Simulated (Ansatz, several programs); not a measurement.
BaO in the rocksalt structure, relaxed with r2SCAN in Ansatz (plane waves, PAW): it is cubic, Fm-3m (No. 225); conventional cell a = 5.544 Å, 21.30 Å³ an atom. Ba has 6 O at 2.77 Å; O has 6 Ba at 2.77 Å. The cell was then scaled with its shape and fractional coordinates held. The values are computed, spin-unpolarised, and not measurements.

```tsv
V (Å³/atom)	E (meV/atom)
20.021	20.39
21.299	0.00
21.938	4.28
22.577	16.25
```

Question: Pass a cubic E = c₀ + c₁u + c₂u² + c₃u³, with u = V − 21.459 Å³, through these points.

Answer: c₀ = 0.27, c₁ = +3.431, c₂ = 10.766, c₃ = -0.9390 (meV and Å³).

Question: Where is the minimum, and what bulk modulus follows?

Answer: dE/du = 0 at u = -0.156, so V₀ = 21.30 Å³. B = V₀ d²E/dV² = 21.30 × (2c₂ + 6c₃u) = 21.30 × 22.412 = 477 meV/Å³, and 1 meV/Å³ is 0.16022 GPa: 76 GPa. A third-order Birch-Murnaghan fit to all five points gives 21.30 Å³ and 76 GPa.

Question: Predict the energy and the pressure at the withheld volume, 20.660 Å³.

Answer: With u = -0.799: E ≈ 4.88 meV and P = −dE/dV ≈ +2.49 GPa. The run gives 4.81 meV and, from its stress, +2.48 GPa.
